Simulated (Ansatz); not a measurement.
# Metal on semiconductor: Si/ZnS/CoSi2, part 4 of 5

Wanted: barrier heights, local density of states and T(E) for Si/ZnS/CoSi2. The semiconductor is Si diamond(111), undoped, with its far face capped by hydrogen, and the metal is CoSi2 fluorite(111) turned by 180 degrees (type B), with ZnS wurtzite(0001) between them (whole bilayers). After relaxation the nearest pair at the metal is Si–Zn at 2.43 Å, along the normal. The common net has a side of 3.85 Å, which strains the semiconductor by -0.5 %, the layer between by +0.0 % and the metal by +1.6 %, against typed lattice constants near PBE's. The first steps treat the bulk crystals alone.

Ansatz 0.2.0; PBE DFT, plane waves, PAW files (the session's first sound run).

So far. Step 4 (Relaxation): The largest force component on a free atom ends at 0.038 eV/Å. The work functions of the outer faces are 3.82 and 4.05 eV. Step 5 (T(E) from the semiconductor into the metal, atomic …): The semiconductor's channels close between -0.45 and +0.15 eV. In the worse lead the potential repeats within 38 meV, which the program flags as too much for a lead, so the lead is short or a field runs through it.

**6. T(E) from the semiconductor into the metal, atomic planes in the barrier 8, gap between the electrodes 15.05 Å**

Level of this step: PBE DFT, plane waves, PAW files; ballistic transmission by layer matching between semi-infinite leads (Ansatz).

System of this step: Si/ZnS/CoSi2. The cell holds 56 atoms: 38 Si, 4 S, 4 Zn, 9 Co and 1 H. Its edges and angles: a = 3.850 Å, b = 3.850 Å, c = 99.489 Å, α = 90.0°, β = 90.0°, γ = 120.0°. Regions: left electrode, 20 atoms (20 Si); barrier, 8 atoms (4 S and 4 Zn); right electrode, 27 atoms (18 Si and 9 Co). Vacuum lies along c.

A thicker layer between them.

The input, input.yaml:

```yaml
crystal:
  lattice:
    - [3.85, 0.0, 0.0]
    - [-1.925, 3.3341978046, 0.0]
    - [0.0, 0.0, 99.4891112989]
  atoms:
    - { symbol: Si, position: [0.66666667, 0.33333333, 0.1557959439] }
    - { symbol: Si, position: [0.0, 0.0, 0.1637994007] }
    - { symbol: Si, position: [0.0, 0.0, 0.1875975406] }
    - { symbol: Si, position: [0.33333333, 0.66666667, 0.1956009975] }
    - { symbol: Si, position: [0.33333333, 0.66666667, 0.2193991373] }
    - { symbol: Si, position: [0.66666667, 0.33333333, 0.2274025942] }
    - { symbol: Si, position: [0.66666667, 0.33333333, 0.2512007341] }
    - { symbol: Si, position: [0.0, 0.0, 0.2592041909] }
    - { symbol: Si, position: [0.0, 0.0, 0.2830023308] }
    - { symbol: Si, position: [0.33333333, 0.66666667, 0.2910057877] }
    - { symbol: Si, position: [0.33333333, 0.66666667, 0.3148039275] }
    - { symbol: Si, position: [0.66666667, 0.33333333, 0.3228073844] }
    - { symbol: Si, position: [0.66666667, 0.33333333, 0.3466055243] }
    - { symbol: Si, position: [0.0, 0.0, 0.3546089811] }
    - { symbol: Si, position: [0.0, 0.0, 0.378407121] }
    - { symbol: Si, position: [0.33333333, 0.66666667, 0.3864105779] }
    - { symbol: Si, position: [0.33333333, 0.66666667, 0.4102087177] }
    - { symbol: Si, position: [0.66666667, 0.33333333, 0.4182121746] }
    - { symbol: Si, position: [0.66666667, 0.33333333, 0.4419261343] }
    - { symbol: Si, position: [0.0, 0.0, 0.4490580534] }
    - { symbol: S, position: [0.0, 0.0, 0.4716347891] }
    - { symbol: Zn, position: [0.33333333, 0.66666667, 0.4805190107] }
    - { symbol: S, position: [0.33333333, 0.66666667, 0.5032692699] }
    - { symbol: Zn, position: [0.0, 0.0, 0.5124837979] }
    - { symbol: S, position: [0.0, 0.0, 0.5350605335] }
    - { symbol: Zn, position: [0.33333333, 0.66666667, 0.5439447552] }
    - { symbol: S, position: [0.33333333, 0.66666667, 0.5666950144] }
    - { symbol: Zn, position: [0.0, 0.0, 0.5759095424] }
    - { symbol: Si, position: [0.0, 0.0, 0.6003119764] }
    - { symbol: Co, position: [0.66666667, 0.33333333, 0.6062923617] }
    - { symbol: Si, position: [0.33333333, 0.66666667, 0.6131654425] }
    - { symbol: Si, position: [0.66666667, 0.33333333, 0.6290194994] }
    - { symbol: Co, position: [0.33333333, 0.66666667, 0.6364746985] }
    - { symbol: Si, position: [0.0, 0.0, 0.6439298976] }
    - { symbol: Si, position: [0.33333333, 0.66666667, 0.6597839544] }
    - { symbol: Co, position: [0.0, 0.0, 0.6672391535] }
    - { symbol: Si, position: [0.66666667, 0.33333333, 0.6746943526] }
    - { symbol: Si, position: [0.0, 0.0, 0.6905484095] }
    - { symbol: Co, position: [0.66666667, 0.33333333, 0.6980036086] }
    - { symbol: Si, position: [0.33333333, 0.66666667, 0.7054588077] }
    - { symbol: Si, position: [0.66666667, 0.33333333, 0.7213128645] }
    - { symbol: Co, position: [0.33333333, 0.66666667, 0.7287680636] }
    - { symbol: Si, position: [0.0, 0.0, 0.7362232627] }
    - { symbol: Si, position: [0.33333333, 0.66666667, 0.7520773196] }
    - { symbol: Co, position: [0.0, 0.0, 0.7595325187] }
    - { symbol: Si, position: [0.66666667, 0.33333333, 0.7669877178] }
    - { symbol: Si, position: [0.0, 0.0, 0.7828417746] }
    - { symbol: Co, position: [0.66666667, 0.33333333, 0.7902969737] }
    - { symbol: Si, position: [0.33333333, 0.66666667, 0.7977521728] }
    - { symbol: Si, position: [0.66666667, 0.33333333, 0.8136062297] }
    - { symbol: Co, position: [0.33333333, 0.66666667, 0.8210614288] }
    - { symbol: Si, position: [0.0, 0.0, 0.8285166279] }
    - { symbol: Si, position: [0.33333333, 0.66666667, 0.8443706847] }
    - { symbol: Co, position: [0.0, 0.0, 0.8518258838] }
    - { symbol: Si, position: [0.66666667, 0.33333333, 0.859281083] }
    - { symbol: H, position: [0.66666667, 0.33333333, 0.140718917] }
kpoints:
  mp_grid: { grid: [8, 8, 1] }
scf:
  occupations: { method: fermi_dirac, width: 0.1 }
  max_iter: 150
hamiltonian:
  xc: pbe
efield:
  axis: 3
  dipole_correction: true
output:
  transmission:
    kmesh: [12, 12]
    e_range: [-2.5, 2.5]
    de: 0.05
    leads: [[8, 10], [41, 44]]
  dos: { projected: true, e_range: [-6, 5], de: 0.05 }
  write_potential: true
  write_density: true
  volumetric_format: npy
```

On the command line:

```
$ ansatz run input.yaml --threads 8 --pin off --max-ram 24576MiB --backend cpu --events-out ev --progress --plain --runs-dir out
```

Numbers of over 12 decimals in the logs are rounded to 6 here.

The log of the run:

```text
[...]
Crystal: 56 atoms, lattice volume = 1277.108 Å³
Basis set: ecut = 420 eV, 25017 PW (Γ)
Bands: 245, of which v1, the nominal top of the filled ones, is band 189 counted from 1 (188 counted from 0)
Symmetry: 6 space group operations
[...]
k-points: 10 of 64 (time reversal used)
[...]
SCF iter   1: F=—  HF=-87212.880132 eV  |F-HF|=—  |Δ(HF+E_count)|=         —  Δρ=5.50e-3  dr2=2.85e1  ethr=1.77e-3  p=-0.055 e·Å  D=-7.77e-3 V/Å  ΔV_dip=0.77 eV  dr2_dipole=1.90e1  V_vac-E_F(+/−)=4.57/3.80 eV  ⟨swp⟩=9.1  Hψ=13092  notcnv=0  defer=116
[...]
SCF iter  16: F=-87212.712894 eV  HF=-87212.712894 eV  |F-HF|=1.37e-8  |Δ(HF+E_count)|=   3.22e-8  Δρ=6.50e-7  dr2=2.26e-8  ethr=2.65e-11  p=-0.053 e·Å  D=-7.45e-3 V/Å  ΔV_dip=0.74 eV  dr2_dipole=6.94e-9  V_vac-E_F(+/−)=4.96/4.22 eV  ⟨swp⟩=2.1  Hψ=4351  notcnv=0
SCF 1 converged in 16 iterations: F = -87212.712894 eV  dr2 = 2.26e-8
[...]
transmission: 154 of 1463 steps passed
transmission: 299 of 1463 steps passed
[...]
transmission: 1463 of 1463 steps passed
[...]
SCF converged after 16 iterations
Free energy (F): -87212.712894 eV
[...]
Internal energy: -87212.295313 eV  (E = F + TS)
E sigma→0 (E₀):  -87212.504103 eV
Entropy (-TS):   -0.417581 eV (-7.457 meV/atom)
Fermi energy:    5.269519 eV
Dipole field:    D = -0.007406 V/Å  (p = -0.052267 e·Å, saw-weighted, corrected)
Work function:   Φ+ = 4.9551 eV   Φ− = 4.2183 eV
[...]
--- Band table (eV; the first three rows and the last of 10) ---
  k-point 0: bands = [... 185 lower, 6.1793, 6.3562, 6.3879, 6.4540, 6.5202, 6.5202, 6.5517, 6.6759, ... 52 higher]
  k-point 1: bands = [... 185 lower, 6.0169, 6.1574, 6.2131, 6.4113, 6.4330, 6.6202, 6.6335, 6.7652, ... 52 higher]
  k-point 2: bands = [... 185 lower, 5.2110, 5.2412, 5.5055, 5.5236, 5.8450, 5.8607, 5.9765, 6.1395, ... 52 higher]
  k-point 9: bands = [... 185 lower, 4.5445, 4.6680, 4.7559, 4.7913, 4.8117, 4.8333, 4.9124, 5.3208, ... 52 higher]
--- Transmission ---
  basis      : 121 plane waves across, 77 finite elements along
  points     : 19, standing for a mesh of 12 x 12
[...]
channels       : 0.000000e0 a spin
[...]
slowest decay  : 0.0915 /Å at (0.4167, 0.0000)
[...]
channels       : 1.270833e0 a spin
[...]
slowest decay  : 0.0956 /Å at (0.4167, 0.0833)
  junction   : crystal 0 to crystal 1, 29.74 to 70.97 Å
    transmission   : 0.000000e0 a spin
[...]
```

The job ended after 4.3 min (8 threads of Arm Neoverse V2, shared host; peak memory 11 GiB).

This step gave:

```yaml
free_energy: -87212.7129 eV
fermi_energy: 5.270 eV
potential_step_in_the_lower_lead: 40.2 meV
potential_step_in_the_upper_lead: 8.3 meV
work_function_upper_face: 4.955 eV
work_function_lower_face: 4.218 eV
dipole_moment: -0.05227 e·Å
dipole_field: -0.007406 V/Å
```

One spin. The transmission, zone mean by energy, zero at the Fermi level:

| energy (eV) | transmission, zone mean |
| --- | --- |
| -2.50 | 0.0239 |
| -2.35 | 0.105 |
| -2.25 | 0.0254 |
| -2.10 | 0.00874 |
| -1.95 | 0.0217 |
| -1.80 | 0.00152 |
| -1.70 | 7.6e-4 |
| -1.55 | 4.3e-4 |
| -1.40 | 1.9e-4 |
| -1.30 | 1.4e-4 |
| -1.15 | 1.3e-4 |
| -1.00 | 1.0e-4 |
| -0.90 | 9.7e-5 |
| -0.75 | 9.0e-5 |
| -0.60 | 6.4e-5 |
| -0.45 | 2.1e-12 |
| -0.35 | 0 |
| -0.20 | 0 |
| -0.05 | 0 |
| 0.00 | 0 |
| 0.05 | 0 |
| 0.20 | 0 |
| 0.35 | 2.8e-6 |
| 0.45 | 4.9e-5 |
| 0.60 | 7.4e-5 |
| 0.75 | 4.5e-4 |
| 0.90 | 2.6e-4 |
| 1.00 | 0.00217 |
| 1.15 | 0.00718 |
| 1.30 | 0.00218 |
| 1.40 | 0.00193 |
| 1.55 | 0.0242 |
| 1.70 | 0.0866 |
| 1.80 | 0.161 |
| 1.95 | 0.130 |
| 2.10 | 0.243 |
| 2.15 | 0.257 |
| 2.25 | 0.203 |
| 2.35 | 0.200 |
| 2.50 | 0.353 |

One spin. Open channels, zone mean against energy, zero at the Fermi level:

| energy (eV) | lower lead | upper lead |
| --- | --- | --- |
| -2.400 | 1.63 | 1.06 |
| -2.200 | 1.59 | 1.44 |
| -2.000 | 1.47 | 1.55 |
| -1.800 | 1.34 | 2 |
| -1.600 | 0.979 | 1.96 |
| -1.400 | 0.729 | 1.32 |
| -1.200 | 0.562 | 1.72 |
| -1.000 | 0.312 | 1.63 |
| -0.800 | 0.188 | 1.67 |
| -0.600 | 0.146 | 1.90 |
| -0.400 | 0 | 1.83 |
| -0.200 | 0 | 1.60 |
| 0.000 | 0 | 1.27 |
| 0.200 | 0.0417 | 1.15 |
| 0.400 | 0.208 | 0.979 |
| 0.600 | 0.417 | 0.903 |
| 0.800 | 0.667 | 0.681 |
| 1.000 | 0.833 | 0.597 |
| 1.200 | 1.07 | 0.597 |
| 1.400 | 1.40 | 0.514 |
| 1.600 | 1.94 | 0.882 |
| 1.800 | 2.11 | 0.924 |
| 2.000 | 2.28 | 1.26 |
| 2.200 | 2.03 | 1.72 |
| 2.400 | 1.83 | 1.92 |

Projected DOS an atom over height of the atomic layer and energy from the Fermi level. Layers: H Si Si Si Si Si Si Si Si Si Si Si Si Si Si Si Si Si Si Si Si S Zn S Zn S Zn S Zn Si Co Si Si Co Si Si Co Si Si Co Si Si Co Si Si Co Si Si Co Si Si Co Si Si Co Si; projections on atoms miss part of the total, and the computed bands can run out at the top of the range; a column is the mean of 4 neighbouring layers, the last of those left over.

Ten even steps from '_' (0.00 states/eV) to '@' (2.29 states/eV), each cell a mean:
```
____________________________
..........____..............
..........____::::::::::::::
::----::::..__..............
::::::::::..................
::::::::::......::::::::::..
..::::::::..____............
__......::..______________..
________....__..__________..
______________..__..........
______________::..::....::--
______________--::==----==--
__....________==--**----**++
..::::::..____++++@@++++@@==
::::::::::__::----==::::==--
::::::::--..--::::--::::--::
::::------::==..::::::::--::
::::::::::----::--========--
::::::::::--::::::::::::::..
..........--................
________..::..............__
________..::..............__
```
Columns: height of the atomic layer (Å) from 16.1 to 84.2 (not evenly spaced); rows upwards: energy from the Fermi level (eV) from -6 to 5.

The semiconductor's channels close between -0.45 and +0.15 eV. In the worse lead the potential repeats within 40 meV, which the program flags as too much for a lead, so the lead is short or a field runs through it.

**7. The contact's transmission, atomic planes in the barrier 12, gap between the electrodes 21.36 Å**

System of this step: Si/ZnS/CoSi2. The cell holds 60 atoms: 38 Si, 6 S, 6 Zn, 9 Co and 1 H. Cell: a = 3.850 Å, b = 3.850 Å, c = 105.799 Å, α = 90.0°, β = 90.0°, γ = 120.0°. Regions: left electrode, 20 atoms (20 Si); barrier, 12 atoms (6 S and 6 Zn); right electrode, 27 atoms (18 Si and 9 Co). Vacuum lies along c.

A thicker layer between them.

The input, input.yaml:

```yaml
crystal:
  lattice:
    - [3.85, 0.0, 0.0]
    - [-1.925, 3.3341978046, 0.0]
    - [0.0, 0.0, 105.7992822507]
  atoms:
    - { symbol: Si, position: [0.66666667, 0.33333333, 0.1465038294] }
    - { symbol: Si, position: [0.0, 0.0, 0.1540299373] }
    - { symbol: Si, position: [0.0, 0.0, 0.1764086882] }
    - { symbol: Si, position: [0.33333333, 0.66666667, 0.1839347961] }
    - { symbol: Si, position: [0.33333333, 0.66666667, 0.206313547] }
    - { symbol: Si, position: [0.66666667, 0.33333333, 0.2138396549] }
    - { symbol: Si, position: [0.66666667, 0.33333333, 0.2362184058] }
    - { symbol: Si, position: [0.0, 0.0, 0.2437445137] }
    - { symbol: Si, position: [0.0, 0.0, 0.2661232646] }
    - { symbol: Si, position: [0.33333333, 0.66666667, 0.2736493725] }
    - { symbol: Si, position: [0.33333333, 0.66666667, 0.2960281234] }
    - { symbol: Si, position: [0.66666667, 0.33333333, 0.3035542313] }
    - { symbol: Si, position: [0.66666667, 0.33333333, 0.3259329822] }
    - { symbol: Si, position: [0.0, 0.0, 0.3334590901] }
    - { symbol: Si, position: [0.0, 0.0, 0.355837841] }
    - { symbol: Si, position: [0.33333333, 0.66666667, 0.3633639489] }
    - { symbol: Si, position: [0.33333333, 0.66666667, 0.3857426998] }
    - { symbol: Si, position: [0.66666667, 0.33333333, 0.3932688077] }
    - { symbol: Si, position: [0.66666667, 0.33333333, 0.4155683992] }
    - { symbol: Si, position: [0.0, 0.0, 0.4222749503] }
    - { symbol: S, position: [0.0, 0.0, 0.4435051451] }
    - { symbol: Zn, position: [0.33333333, 0.66666667, 0.4518594864] }
    - { symbol: S, position: [0.33333333, 0.66666667, 0.4732528553] }
    - { symbol: Zn, position: [0.0, 0.0, 0.4819178025] }
    - { symbol: S, position: [0.0, 0.0, 0.5031479972] }
    - { symbol: Zn, position: [0.33333333, 0.66666667, 0.5115023386] }
    - { symbol: S, position: [0.33333333, 0.66666667, 0.5328957074] }
    - { symbol: Zn, position: [0.0, 0.0, 0.5415606547] }
    - { symbol: S, position: [0.0, 0.0, 0.5627908494] }
    - { symbol: Zn, position: [0.33333333, 0.66666667, 0.5711451907] }
    - { symbol: S, position: [0.33333333, 0.66666667, 0.5925385596] }
    - { symbol: Zn, position: [0.0, 0.0, 0.6012035068] }
    - { symbol: Si, position: [0.0, 0.0, 0.6241505101] }
    - { symbol: Co, position: [0.66666667, 0.33333333, 0.6297742082] }
    - { symbol: Si, position: [0.33333333, 0.66666667, 0.6362373589] }
    - { symbol: Si, position: [0.66666667, 0.33333333, 0.6511458345] }
    - { symbol: Co, position: [0.33333333, 0.66666667, 0.6581563843] }
    - { symbol: Si, position: [0.0, 0.0, 0.6651669341] }
    - { symbol: Si, position: [0.33333333, 0.66666667, 0.6800754097] }
    - { symbol: Co, position: [0.0, 0.0, 0.6870859595] }
    - { symbol: Si, position: [0.66666667, 0.33333333, 0.6940965093] }
    - { symbol: Si, position: [0.0, 0.0, 0.7090049849] }
    - { symbol: Co, position: [0.66666667, 0.33333333, 0.7160155347] }
    - { symbol: Si, position: [0.33333333, 0.66666667, 0.7230260845] }
    - { symbol: Si, position: [0.66666667, 0.33333333, 0.7379345601] }
    - { symbol: Co, position: [0.33333333, 0.66666667, 0.7449451099] }
    - { symbol: Si, position: [0.0, 0.0, 0.7519556597] }
    - { symbol: Si, position: [0.33333333, 0.66666667, 0.7668641354] }
    - { symbol: Co, position: [0.0, 0.0, 0.7738746851] }
    - { symbol: Si, position: [0.66666667, 0.33333333, 0.7808852349] }
    - { symbol: Si, position: [0.0, 0.0, 0.7957937106] }
    - { symbol: Co, position: [0.66666667, 0.33333333, 0.8028042603] }
    - { symbol: Si, position: [0.33333333, 0.66666667, 0.8098148101] }
    - { symbol: Si, position: [0.66666667, 0.33333333, 0.8247232858] }
    - { symbol: Co, position: [0.33333333, 0.66666667, 0.8317338355] }
    - { symbol: Si, position: [0.0, 0.0, 0.8387443853] }
    - { symbol: Si, position: [0.33333333, 0.66666667, 0.853652861] }
    - { symbol: Co, position: [0.0, 0.0, 0.8606634107] }
    - { symbol: Si, position: [0.66666667, 0.33333333, 0.8676739605] }
    - { symbol: H, position: [0.66666667, 0.33333333, 0.1323260395] }
kpoints:
  mp_grid: { grid: [8, 8, 1] }
scf:
  occupations: { method: fermi_dirac, width: 0.1 }
  max_iter: 150
hamiltonian:
  xc: pbe
efield:
  axis: 3
  dipole_correction: true
output:
  transmission:
    kmesh: [12, 12]
    e_range: [-2.5, 2.5]
    de: 0.05
    leads: [[8, 10], [45, 48]]
  dos: { projected: true, e_range: [-6, 5], de: 0.05 }
  write_potential: true
  write_density: true
  volumetric_format: npy
```

The log of the run:

```text
[...]
Crystal: 60 atoms, lattice volume = 1358.110 Å³
Basis set: ecut = 420 eV, 26573 PW (Γ)
Bands: 267, of which v1, the nominal top of the filled ones, is band 207 counted from 1 (206 counted from 0)
Symmetry: 6 space group operations
[...]
k-points: 10 of 64 (time reversal used)
[...]
points     : 19, standing for a mesh of 12 x 12
[...]
channels       : 0.000000e0 a spin
[...]
slowest decay  : 0.0918 /Å at (0.4167, 0.0000)
[...]
channels       : 1.270833e0 a spin
[...]
slowest decay  : 0.0961 /Å at (0.4167, 0.0833)
  junction   : crystal 0 to crystal 1, 29.74 to 77.28 Å
    transmission   : 0.000000e0 a spin
[...]
[key lines of the parts left out:]
SCF converged after 18 iterations
Free energy (F): -95658.069735 eV
Fermi energy:    5.396089 eV
Dipole field:    D = -0.007037 V/Å  (p = -0.052815 e·Å, saw-weighted, corrected)
Work function:   Φ+ = 4.9592 eV   Φ− = 4.2147 eV
```

Wall time 5.7 min (8 threads); peak memory 13 GiB.

The semiconductor's channels close between -0.45 and +0.15 eV. In the worse lead the potential repeats within 40 meV, which the program flags as too much for a lead, so the lead is short or a field runs through it.

**8. The series together**

Times are for 8 threads of Arm Neoverse V2, shared host. The series side by side:

| no. | gap between the electrodes (Å) | potential step in the lower lead (meV) | time | memory (GiB) |
| --- | --- | --- | --- | --- |
| 1 | 8.74 | 38.1 | 3.2 min | 9.7 |
| 2 | 15.05 | 40.2 | 4.3 min | 11 |
| 3 | 21.36 | 40.2 | 5.7 min | 13 |

The runs together. Table of transmission, zone mean by energy, zero at the Fermi level:

| energy (eV) | 8.74 | 15.05 | 21.36 |
| --- | --- | --- | --- |
| -2.400 | 0.112 | 0.0288 | 0.00639 |
| -2.350 | 0.107 | 0.105 | 0.0395 |
| -2.200 | 0.0522 | 0.0152 | 0.00226 |
| -2.000 | 0.0139 | 0.00875 | 0.00156 |
| -1.800 | 0.0111 | 0.00152 | 0.00250 |
| -1.600 | 0.00705 | 4.1e-4 | 4.2e-5 |
| -1.400 | 0.00606 | 1.9e-4 | 2.1e-5 |
| -1.200 | 0.00226 | 1.4e-4 | 1.6e-5 |
| -1.000 | 0.00122 | 1.0e-4 | 1.4e-5 |
| -0.800 | 8.6e-4 | 9.2e-5 | 1.4e-5 |
| -0.600 | 4.2e-4 | 6.4e-5 | 1.3e-5 |
| -0.400 | 0 | 0 | 0 |
| -0.200 | 0 | 0 | 0 |
| 0.000 | 0 | 0 | 0 |
| 0.200 | 0 | 0 | 0 |
| 0.400 | 4.4e-4 | 3.9e-6 | 8.2e-7 |
| 0.600 | 0.00128 | 7.4e-5 | 4.7e-6 |
| 0.800 | 0.00276 | 1.6e-4 | 5.8e-6 |
| 1.000 | 0.00455 | 0.00217 | 1.7e-5 |
| 1.200 | 0.0394 | 0.00162 | 1.1e-5 |
| 1.300 | 0.0756 | 0.00218 | 5.9e-5 |
| 1.400 | 0.0285 | 0.00193 | 3.0e-4 |
| 1.600 | 0.0788 | 0.0296 | 0.0364 |
| 1.800 | 0.177 | 0.161 | 0.0289 |
| 1.950 | 0.230 | 0.130 | 0.0431 |
| 2.000 | 0.205 | 0.181 | 0.0365 |
| 2.150 | 0.188 | 0.257 | 0.0583 |
| 2.200 | 0.245 | 0.186 | 0.0667 |
| 2.250 | 0.285 | 0.203 | 0.112 |
| 2.400 | 0.410 | 0.241 | 0.161 |
| 2.450 | 0.461 | 0.293 | 0.257 |

[end of part 4 of 5]

[Logs are printed without paths, hosts, clocks, repeated set-up lines and the standing remarks that a program may print on its own settings, such as how far it seeks lower states.]

[Hosts, paths, dates, database ids (printed as entryN), source tags and the programs' standing remarks are cut or masked in the printed files.]
